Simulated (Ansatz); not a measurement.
Start from BeO in the wurtzite structure (space group P6_3mc, No. 186; a = 2.6905 Å, c = 4.3699 Å).

The values are results of r2SCAN/PAW in Ansatz (a quantum-chemistry and plane-wave program), no spin-orbit coupling, not measurements.

Before the change:

| Property | Value |
|---|---|
| Gap between the host's bands | 8.55 eV |
| Gap character | direct at Γ |

It is then changed as follows: 0.274 electrons added to each cell, a density of 1.0×10^22 cm⁻³, with a uniform compensating background at fixed cell and a 300 K Fermi–Dirac width.

Predict the new gap between the host's bands, Fermi level from band edge and gap character.

The gap between the host's bands shrinks by 0.14 eV, from 8.55 eV to 8.41 eV; the Fermi level relative to the doped band's edge (positive inside the band; to 0.05 eV) amounts to +1.50 eV; the gap character is still direct at Γ.

Carriers are added with a uniform compensating background; total energy and stress of such cells depend on the potential's zero and are not compared; many-body gap narrowing is missing at this level. Stability against distortions was not tested.
